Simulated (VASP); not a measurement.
**TiCo3: relaxation of cell and atoms with PBEsol**

TiCo3:

```xyz
4
Lattice="3.5710 0.0000 0.0000 0.0000 3.5710 0.0000 0.0000 0.0000 3.5710" Properties=species:S:1:pos:R:3 pbc="T T T"
Co    1.7855    1.7855    0.0000
Co    1.7855    0.0000    1.7855
Co    0.0000    1.7855    1.7855
Ti    0.0000    0.0000    0.0000
```

```
Program                : VASP 6.6.1
Task                   : relaxation of cell and atoms
Functional             : PBEsol
Potentials or basis    : VASP PAW PBE potentials, release 64 (Co, Ti_sv)
Cutoff                 : 600 eV
k mesh                 : 8 × 8 × 8
Occupations            : fermi-dirac, width 0.05 eV
Spin                   : collinear spin, ferromagnetic start
Starting moments       : [2.0, 2.0, 2.0, 1.0] μB
Ladder                 : gaps
Further INCAR settings : ALGO = Normal; EDIFF = 1e-06; IBRION = 2; EDIFFG = -0.01; NSW = 60; ISIF = 3
```

```json
{
  "Relaxed volume": "10.93 Å³/atom",
  "Relaxed cell": "a = 3.523 Å, b = 3.523 Å, c = 3.523 Å, α = 90.00°, β = 90.00°, γ = 90.00°",
  "Space group after relaxing (to 0.05 Å)": "Pm-3m (No. 221)",
  "Energy gained by relaxing": "11.6 meV/atom",
  "Ionic steps": "4",
  "Pressure after relaxing": "-0.1 GPa",
  "Band gap on the k mesh": "none (metal or under the smearing width)",
  "Net moment": "0.00 μB per cell",
  "Valence electrons inside the program's atomic spheres": "Co 8.44; Ti 10.50"
}
```

Step by step:
| step | energy change (eV) | largest force (eV/Å) | pressure (GPa) | volume (Å³) |
| --- | --- | --- | --- | --- |
| 1 | 0.0000 | 0.0000 | -8.33 | 45.54 |
| 2 | 0.0255 | 0.0000 | 12.22 | 41.75 |
| 3 | -0.0463 | 0.0000 | -0.32 | 43.78 |
| 4 | -0.0464 | 0.0000 | -0.09 | 43.73 |

Final structure:
```
Co Ti
1.0
     3.52300    0.00000    0.00000
     0.00000    3.52300    0.00000
     0.00000    0.00000    3.52300
Co Ti
3 1
Cartesian
  1.7615 1.7615 0.0000
  1.7615 0.0000 1.7615
  0.0000 1.7615 1.7615
  0.0000 0.0000 0.0000
```

Levels at points of the mesh, in eV from the Fermi level:
Spin up:
```csv
k point,band 16,band 17,band 18,band 19,band 20,band 21,band 22,band 23,band 24,band 25
"(0.00, 0.00, 0.00)",-0.05,0.49,0.75,0.75,0.75,2.68,2.68,3.46,3.46,3.46
"(0.50, 0.00, 0.00)",-0.74,-0.59,-0.59,-0.51,0.12,0.75,1.25,1.25,2.03,2.57
"(0.50, 0.50, 0.00)",-1.33,-0.93,-0.82,-0.82,-0.39,-0.36,1.79,1.79,2.31,2.31
"(0.50, 0.50, 0.50)",-1.00,-0.06,0.52,0.52,0.52,0.89,0.89,0.89,2.31,2.31
```
Spin down:
```tsv
k point	band 16	band 17	band 18	band 19	band 20	band 21	band 22	band 23	band 24	band 25
(0.00, 0.00, 0.00)	-0.05	0.49	0.75	0.75	0.75	2.68	2.68	3.46	3.46	3.46
(0.50, 0.00, 0.00)	-0.74	-0.59	-0.59	-0.51	0.12	0.75	1.25	1.25	2.03	2.57
(0.50, 0.50, 0.00)	-1.33	-0.93	-0.82	-0.82	-0.39	-0.36	1.79	1.79	2.31	2.31
(0.50, 0.50, 0.50)	-1.00	-0.06	0.52	0.52	0.52	0.89	0.89	0.89	2.31	2.31
```

Wall time 2 min on 2 MPI ranks on Intel(R) Xeon(R) 6975P-C (Granite Rapids), with other jobs on the host, peak memory 0.25 GiB a rank.

Caveat: the starting moments collapsed, and a magnetic state may lie lower; the PAW data sets were made with another functional, which shifts forces and pressure a little.
